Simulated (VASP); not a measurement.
# Ru (Fm-3m) in VASP: notebook, part 2 of 2

VASP 6.6.1.

## (3) Single point, PBE

Contents of run.py:

```python
from ase.calculators.vasp import Vasp
from ase.dft.bandgap import bandgap
from ase.io import read

atoms = read('Ru.cif', primitive_cell=True, subtrans_included=False)
calc = Vasp(
    directory='calc',
    xc='pbe',
    pp='PBE',
    setups='minimal',
    prec='Accurate',
    encut=500,
    ediff=1e-06,
    ismear=0,
    sigma=0.02,
    lreal=False,
    lasph=True,
    nelm=100,
    algo='Fast',
    isif=2,
    lwave=False,
    lcharg=False,
    kpts=[12, 12, 12],
    gamma=True,
    nbands=10,
)
atoms.calc = calc

print('energy (eV):', atoms.get_potential_energy())
print('free energy (eV):', atoms.get_potential_energy(force_consistent=True))
print('forces (eV/A):')
print(atoms.get_forces())
print('stress (eV/A^3, Voigt):', atoms.get_stress())
print('Fermi level (eV):', calc.get_fermi_level())
gap, top, bottom = bandgap(calc)
print('band gap (eV):', gap, 'from (spin, k, band)', top, 'to', bottom)
```

Contents of Ru.cif:

```cif
data_Ru
_cell_length_a 3.83000000
_cell_length_b 3.83000000
_cell_length_c 3.83000000
_cell_angle_alpha 90.00000000
_cell_angle_beta 90.00000000
_cell_angle_gamma 90.00000000
_space_group_name_H-M_alt 'Fm-3m'
_space_group_name_Hall '-F 4 2 3'
_space_group_IT_number 225
loop_
_space_group_symop_operation_xyz
'x,y,z'
'-x,-y,-z'
'-y,x,z'
'y,-x,-z'
'-x,-y,z'
'x,y,-z'
'y,-x,z'
'-y,x,-z'
'x,-y,-z'
'-x,y,z'
'-y,-x,-z'
'y,x,z'
'-x,y,-z'
'x,-y,z'
'y,x,-z'
'-y,-x,z'
'z,x,y'
'-z,-x,-y'
'z,-y,x'
'-z,y,-x'
'z,-x,-y'
'-z,x,y'
'z,y,-x'
'-z,-y,x'
'-z,x,-y'
'z,-x,y'
'-z,-y,-x'
'z,y,x'
'-z,-x,y'
'z,x,-y'
'-z,y,x'
'z,-y,-x'
'y,z,x'
'-y,-z,-x'
'x,z,-y'
'-x,-z,y'
'-y,z,-x'
'y,-z,x'
'-x,z,y'
'x,-z,-y'
'-y,-z,x'
'y,z,-x'
'-x,-z,-y'
'x,z,y'
'y,-z,-x'
'-y,z,x'
'x,-z,y'
'-x,z,-y'
'x,y+1/2,z+1/2'
'-x,-y+1/2,-z+1/2'
'-y,x+1/2,z+1/2'
[... 62 lines left out ...]
'-z+1/2,-x,-y+1/2'
'z+1/2,-y,x+1/2'
'-z+1/2,y,-x+1/2'
'z+1/2,-x,-y+1/2'
'-z+1/2,x,y+1/2'
'z+1/2,y,-x+1/2'
'-z+1/2,-y,x+1/2'
'-z+1/2,x,-y+1/2'
'z+1/2,-x,y+1/2'
'-z+1/2,-y,-x+1/2'
'z+1/2,y,x+1/2'
'-z+1/2,-x,y+1/2'
'z+1/2,x,-y+1/2'
'-z+1/2,y,x+1/2'
'z+1/2,-y,-x+1/2'
'y+1/2,z,x+1/2'
'-y+1/2,-z,-x+1/2'
'x+1/2,z,-y+1/2'
'-x+1/2,-z,y+1/2'
'-y+1/2,z,-x+1/2'
'y+1/2,-z,x+1/2'
'-x+1/2,z,y+1/2'
'x+1/2,-z,-y+1/2'
'-y+1/2,-z,x+1/2'
'y+1/2,z,-x+1/2'
'-x+1/2,-z,-y+1/2'
'x+1/2,z,y+1/2'
'y+1/2,-z,-x+1/2'
'-y+1/2,z,x+1/2'
'x+1/2,-z,y+1/2'
'-x+1/2,z,-y+1/2'
'x+1/2,y+1/2,z'
'-x+1/2,-y+1/2,-z'
'-y+1/2,x+1/2,z'
'y+1/2,-x+1/2,-z'
'-x+1/2,-y+1/2,z'
'x+1/2,y+1/2,-z'
'y+1/2,-x+1/2,z'
'-y+1/2,x+1/2,-z'
'x+1/2,-y+1/2,-z'
'-x+1/2,y+1/2,z'
'-y+1/2,-x+1/2,-z'
'y+1/2,x+1/2,z'
'-x+1/2,y+1/2,-z'
'x+1/2,-y+1/2,z'
'y+1/2,x+1/2,-z'
'-y+1/2,-x+1/2,z'
'z+1/2,x+1/2,y'
'-z+1/2,-x+1/2,-y'
'z+1/2,-y+1/2,x'
'-z+1/2,y+1/2,-x'
'z+1/2,-x+1/2,-y'
'-z+1/2,x+1/2,y'
'z+1/2,y+1/2,-x'
'-z+1/2,-y+1/2,x'
'-z+1/2,x+1/2,-y'
'z+1/2,-x+1/2,y'
'-z+1/2,-y+1/2,-x'
'z+1/2,y+1/2,x'
'-z+1/2,-x+1/2,y'
'z+1/2,x+1/2,-y'
'-z+1/2,y+1/2,x'
'z+1/2,-y+1/2,-x'
'y+1/2,z+1/2,x'
'-y+1/2,-z+1/2,-x'
'x+1/2,z+1/2,-y'
'-x+1/2,-z+1/2,y'
'-y+1/2,z+1/2,-x'
'y+1/2,-z+1/2,x'
'-x+1/2,z+1/2,y'
'x+1/2,-z+1/2,-y'
'-y+1/2,-z+1/2,x'
'y+1/2,z+1/2,-x'
'-x+1/2,-z+1/2,-y'
'x+1/2,z+1/2,y'
'y+1/2,-z+1/2,-x'
'-y+1/2,z+1/2,x'
'x+1/2,-z+1/2,y'
'-x+1/2,z+1/2,-y'
loop_
_atom_site_label
_atom_site_type_symbol
_atom_site_symmetry_multiplicity
_atom_site_Wyckoff_symbol
_atom_site_fract_x
_atom_site_fract_y
_atom_site_fract_z
_atom_site_occupancy
Ru1 Ru 4 a 0.0000000000 0.0000000000 0.0000000000 1
```

Potentials or basis: VASP PAW PBE potentials, release 64 (Ru).

The run is started by

```console
> python run.py
```

The log of the run:

```text
energy (eV): -9.14358957
free energy (eV): -9.14372988
forces (eV/A):
[[ 0. -0.  0.]]
stress (eV/A^3, Voigt): [ 0.04318494  0.04318494  0.04318494 -0.         -0.         -0.        ]
Fermi level (eV): 11.85613081
band gap (eV): 0.0 from (spin, k, band) (None, None, None) to (None, None, None)
```

OUTCAR:

```text
ENCUT = 500.000000
   EDIFF = 1.00e-06
   GGA = PE
   PREC = Accurate
   ISIF = 2
   ISMEAR = 0
   NELM = 100
   LASPH = .TRUE.
   LREAL = .FALSE.

 ion  position               nearest neighbor table
   1  0.000  0.000  0.000-

  LATTYP: Found a face centered cubic cell.
 ALAT       =     3.8300000000

  Lattice vectors:

 A1 = (   0.0000000000,   1.9150000000,   1.9150000000)
 A2 = (   1.9150000000,   0.0000000000,   1.9150000000)
 A3 = (   1.9150000000,   1.9150000000,   0.0000000000)

Analysis of symmetry for initial positions (statically):
=====================================================================
 Subroutine PRICEL returns:
 Original cell was already a primitive cell.

 Routine SETGRP: Setting up the symmetry group for a
 face centered cubic supercell.

 Subroutine GETGRP returns: Found 48 space group operations
 (whereof 48 operations were pure point group operations)
 out of a pool of 48 trial point group operations.

The static configuration has the point symmetry O_h .

Analysis of symmetry for dynamics (positions and initial velocities):
[... 190 lines left out ...]
 Fermi energy:        11.8561308108

 k-point     1 :       0.0000    0.0000    0.0000
  band No.  band energies     occupation
      1       4.1705      2.00000
      2       9.4010      2.00000
      3       9.4010      2.00000
      4       9.4010      2.00000
      5      11.7191      2.00000
      6      11.7191      2.00000
      7      26.9603      0.00000
      8      32.5053      0.00000
      9      32.5053      0.00000
     10      32.5053      0.00000
[... 495 lines left out ...]
 k-point    40 :       0.4167    0.4167    0.0000
  band No.  band energies     occupation
      1       5.9915      2.00000
      2       6.4021      2.00000
      3      13.3136      0.00000
      4      13.4726      0.00000
      5      13.4726      0.00000
      6      14.1705      0.00000
      7      25.9202      0.00000
      8      25.9202      0.00000
      9      26.5480      0.00000
     10      34.8399      0.00000

 [... further k-points ...]

------------------------ aborting loop because EDIFF is reached ----------------------------------------

  FORCE on cell =-STRESS in cart. coord.  units (eV):
  Direction    XX          YY          ZZ          XY          YZ          ZX
  --------------------------------------------------------------------------------------
  -------------------------------------------------------------------------------------
  Total       -0.6065527     -0.6065527     -0.6065527      0.0000000      0.0000000      0.0000000
  in kB      -69.1899088    -69.1899088    -69.1899088      0.0000000      0.0000000      0.0000000
  external PRESSURE =     -69.1899088 kB  Pullay stress =       0.0000000 kB

 VOLUME and BASIS-vectors are now :
 -----------------------------------------------------------------------------
  energy-cutoff  :      500.00
  volume of cell :       14.05
      direct lattice vectors                 reciprocal lattice vectors
     0.000000000  1.915000000  1.915000000    -0.261096606  0.261096606  0.261096606
     1.915000000  0.000000000  1.915000000     0.261096606 -0.261096606  0.261096606
     1.915000000  1.915000000  0.000000000     0.261096606  0.261096606 -0.261096606

 POSITION                                       TOTAL-FORCE (eV/Angst)
 -----------------------------------------------------------------------------------
      0.00000      0.00000      0.00000         0.000000     -0.000000      0.000000
 -----------------------------------------------------------------------------------
    total drift:                                0.000000      0.000000      0.000000

  FREE ENERGIE OF THE ION-ELECTRON SYSTEM (eV)
  ---------------------------------------------------
  free  energy   TOTEN  =        -9.1437298797 eV

  energy  without entropy=       -9.1434492640  energy(sigma->0) =       -9.14358957
```

INCAR:

```text
ENCUT = 500.000000
SIGMA = 0.020000
EDIFF = 1.00e-06
ALGO = Fast
GGA = PE
PREC = Accurate
ISIF = 2
ISMEAR = 0
NBANDS = 10
NELM = 100
LASPH = .TRUE.
LCHARG = .FALSE.
LWAVE = .FALSE.
LREAL = .FALSE.
```

Run time: 11 s. Hardware: 1 thread of Intel Xeon Platinum 8488C (Sapphire Rapids), shared host; peak memory 0.13 GiB.

Results:

```yaml
Free_energy: -9.1437 eV
Pressure: -6.9 GPa
Band_gap_on_the_k_mesh: none (metal or under the smearing width)
```

Levels at points of the mesh, in eV from the Fermi level:
```tsv
k point	band 1	band 2	band 3	band 4	band 5	band 6	band 7	band 8
(0.00, 0.00, 0.00)	-7.69	-2.46	-2.46	-2.46	-0.14	-0.14	15.10	20.65
(0.50, 0.00, 0.00)	-5.81	-2.57	-2.57	1.01	1.63	1.63	9.67	14.69
(0.50, 0.50, 0.00)	-6.08	-5.62	1.59	2.12	2.12	3.55	13.18	13.18
```
